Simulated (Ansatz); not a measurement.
Here are 4 structures of CO2, each relaxed with r2SCAN+rVV10 (Ansatz 0.2.0). No spin polarisation and no zero-point or thermal motion.

- database Pa-3 (12 atoms): the symmetry is Pa-3 (No. 205, cubic); conventional cell a = 5.442 Å, 13.43 Å³ an atom. C has 2 O at 1.16 Å; O has 1 C at 1.16 Å.
- database Cmce (6 atoms): space group Cmce (No. 64), orthorhombic; a = 5.286 Å, b = 4.760 Å, c = 6.427 Å in the conventional setting, 13.47 Å³ an atom. C is surrounded by 2 O at 1.16 Å; O is surrounded by 1 C at 1.16 Å.
- database R-3c (24 atoms): it is trigonal, R-3c (No. 167); conventional cell a = 9.672 Å, c = 11.959 Å, 13.46 Å³ an atom. Around C lie 2 O at 1.16 Å; around O lie 1 C at 1.16 Å.
- database P4_2/mnm (6 atoms): the symmetry is P4_2/mnm (No. 136, tetragonal); conventional cell a = 4.193 Å, c = 4.605 Å, 13.49 Å³ an atom. C is surrounded by 2 O at 1.16 Å; O is surrounded by 1 C at 1.16 Å.

**Question.** Which is lowest in energy with r2SCAN+rVV10, and by how much?

**Answer.** Among these cells the lowest with r2SCAN+rVV10 is database Pa-3 (12 atoms), 9 meV an atom below the next, database Cmce (6 atoms). Other structures, not computed here, could lie lower. In meV an atom: database Pa-3 (12 atoms), 0; database Cmce (6 atoms), 9; database P4_2/mnm (6 atoms), 9; database R-3c (24 atoms), 10.

**Question.** What gaps does HSE06 give on these cells?

**Answer.** database Pa-3 (12 atoms): 8.73 d (Γ); database R-3c (24 atoms): 8.50 i (S₀ → Γ); database P4_2/mnm (6 atoms): 8.42 i (A → Γ) (eV; d direct, i indirect).

**Question.** What gaps does PBE give on these cells?

**Answer.** database Pa-3 (12 atoms): 6.97 d (Γ); database Cmce (6 atoms): 6.70 i (Y → Γ); database R-3c (24 atoms): 6.76 i (S₀ → Γ); database P4_2/mnm (6 atoms): 6.69 i (A → Γ) (eV; d direct, i indirect).

The meshes of the hybrids are coarse, so their gaps aren't converged to the digits shown.
